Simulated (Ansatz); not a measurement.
# Indium, bcc under revPBE: structure, energy and stiffness

The plan for indium in the bcc structure: relax it, solve it on a dense k-mesh, then scale the cell to 7 volumes from 88 to 112 % of the relaxed one and try a fit of the equation of state. Spin polarisation is left out. The k-meshes are 12×12×12 for the relaxation; 19×19×19 for the dense run; 13×13×13 for the volumes.

This is In in the bcc structure; at room conditions it is tetragonal.

Program: Ansatz 0.2.0. Level of theory: DFT revPBE, plane waves (420 eV) with PAW, scalar-relativistic; the PAW data stem from PBE, with regenerated cores. These are calculated values, not measurements.

**1. Starting point**

Symmetry: Im-3m, No. 229, cubic system. Conventional cell: a = 3.739 Å, b = 3.739 Å, c = 3.739 Å, α = 90.00°, β = 90.00°, γ = 90.00°. In (site symmetry m-3m) is surrounded by 8 In at 3.24 Å.

Coordinates:

```cif
data_structure
_symmetry_space_group_name_H-M 'Im-3m'
_symmetry_Int_Tables_number 229
_cell_length_a 3.7394
_cell_length_b 3.7394
_cell_length_c 3.7394
_cell_angle_alpha 90.000
_cell_angle_beta 90.000
_cell_angle_gamma 90.000
_cell_volume 52.29
loop_
_atom_site_label
_atom_site_type_symbol
_atom_site_symmetry_multiplicity
_atom_site_Wyckoff_symbol
_atom_site_fract_x
_atom_site_fract_y
_atom_site_fract_z
_atom_site_occupancy
In1 In 2 a 0.00000 0.00000 0.00000 1
```

**2. Relaxation of the cell**

Contents of input.yaml:

```yaml
crystal:
  lattice:
    - [-1.8696844469, 1.8696844469, 1.8696844469]
    - [1.8696844469, -1.8696844469, 1.8696844469]
    - [1.8696844469, 1.8696844469, -1.8696844469]
  atoms:
    - { symbol: In, position: [0.0, 0.0, 0.0] }
hamiltonian:
  xc: revpbe
  pseudopotentials:
    kind: paw
    azcp:
      In: "pseudopotentials/In.paw.azcp"
basis:
  ecutwfc: 420
  fft_grid_basis: typed
kpoints:
  mp_grid: { grid: [12, 12, 12], shift: [0, 0, 0] }
magnetization:
  spin_polarized: false
scf:
  occupations: { method: fermi_dirac, width: 0.1 }
relax:
  max_steps: 60
  f_tol: 0.01
  cell: {}
```

Further steps of the session: Dense single point; Equation of state: 88 %; Equation of state: 92 %; Equation of state: 96 %; Equation of state: 100 %; Equation of state: 104 %; Equation of state: 108 %; Equation of state: 112 %.

Q: Predict the outcome of this session. Wanted: space group; conventional cell; volume; shortest distance; gap on the mesh; relative to body-centred tetragonal; V₀, B₀, B₀′.

**Answer**, as computed:

| quantity | value |
| --- | --- |
| space group (spins left aside) | Im-3m (No. 229) |
| conventional cell | a = 3.862 Å |
| volume | 28.791 Å³/atom |
| shortest distance | 3.344 Å |
| gap on the mesh | none (levels filled in part) |
| relative to body-centred tetragonal | +9 meV/atom |
| V₀, B₀, B₀′ | 28.639 Å³/atom, 31 GPa, 5.4 |

**Reading.** From the guessed start the volume grew by 10.1 % in 5 steps. Against the reference form of indium (body-centred tetragonal, computed apart with the same settings) it stands 9 meV/atom higher. No gap shows: it is a metal or semimetal at this level. The fitted modulus is 31 GPa. Relaxation kept the symmetry; phonons were not checked.
